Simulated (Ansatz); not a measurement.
CdTe built on the zincblende prototype, relaxed with r2SCAN in the PAW code Ansatz: space group F-43m (No. 216), cubic; a = 6.560 Å in the conventional setting, 35.29 Å³ an atom. Cd is surrounded by 4 Te at 2.84 Å; Te is surrounded by 4 Cd at 2.84 Å. It was then strained (epitaxial in the xy plane), atoms relaxed again within the symmetry left. Unstrained, HSE06 gives 1.527 eV (Γ, 4×4×4 mesh), and the band edges keep their places in every row. The normal direction was relaxed to zero stress. Only one sign of strain is shown, since it lowers the symmetry, and equivalent edge states can then move with another slope on the other side. Stress is positive in compression. No spin polarisation and no zero-point or thermal motion.

Axes as in this cell:
```
CELL_PARAMETERS angstrom
0.00000 3.27996 3.27996
3.27996 0.00000 3.27996
3.27996 3.27996 0.00000
ATOMIC_POSITIONS crystal
Cd 0.00000 0.00000 0.00000
Te 0.25000 0.25000 0.25000
```

```csv
strain (%),ε,"ΔE_g, HSE06 (eV)","Δσ_xx, r2SCAN (GPa)"
-4.0,-0.0400,-0.048,+1.82
-3.0,-0.0300,-0.025,+1.34
-2.0,-0.0200,-0.012,+0.87
-1.0,-0.0100,-0.003,+0.43
```

(1) Fit ΔE_g = a x + b x² to these rows by least squares, with x = ε.

(2) Fit the change of σ_xx in the same way.

(3) Predict the withheld row at -1.23 % (x = -0.0123).

## Answers

(1) The normal equations take Σx² = 3.000e-03, Σx³ = -1.000e-04, Σx⁴ = 3.540e-06, ΣxΔE = 2.940e-03 and Σx²ΔE = -1.044e-04, and give a = -0.05 eV, b = -31.0 eV; the largest residual is 0.001 eV.

(2) Δσ_xx = -41.8 x + (92) x² GPa. The slope, 42 GPa, is the biaxial modulus of the film.

(3) ΔE_g ≈ -0.05 × (-0.0123) + (-31.0) × (-0.0123)² = -0.004 eV, and Δσ_xx ≈ +0.53 GPa. The runs give -0.005 eV and +0.53 GPa, off by -0.001 eV and 0.00 GPa.

No spin-orbit coupling is included; it can move band edges with weight on the heavy atoms by tenths of an eV.
